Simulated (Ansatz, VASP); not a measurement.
One calculation of AgBr, two programs

```
Ag Br
1.0
     0.00000    2.89217    2.89217
     2.89217    0.00000    2.89217
     2.89217    2.89217    0.00000
Ag Br
1 1
Direct
  0.00000 0.00000 0.00000
  0.50000 0.50000 0.50000
```

The cell is a database's computed one.

Alike in both runs: task relaxation of cell and atoms; functional PBE; dispersion D3(BJ); k mesh 8 × 8 × 8; occupations gaussian, width 0.02 eV; no spin polarisation.

|  | VASP | Ansatz |
| --- | --- | --- |
| version | VASP 6.6.1 | Ansatz 0.2.0 |
| potentials or method | VASP PAW PBE potentials, release 64 (Ag, Br) | scalar-relativistic, plane waves, PAW |
| plane-wave cutoff (eV) | 600 | 420 |
| valence electrons in the cell | 18 | 26 |

Ansatz gave:

| Property | Result |
| --- | --- |
| gap on the k mesh at the Fermi level, each at its own relaxed structure (eV) | 0.67 |
| relaxed volume (Å³/atom) | 23.53 |
| relaxed cell length with the largest relative difference (Å) | 4.052 |
| energy change over the relaxation (meV/atom) | -3 |

**Question.** Which values does VASP return?

**Answer.** gap on the k mesh at the Fermi level, each at its own relaxed structure (eV): 0.67; relaxed volume (Å³/atom): 23.52; relaxed cell length with the largest relative difference (Å): 4.052; energy change over the relaxation (meV/atom): -3.

The two sets of potentials don't hold the same shells in valence.

A k mesh can miss the band edges. PBE gaps usually lie below the measured ones, often by a third to a half.
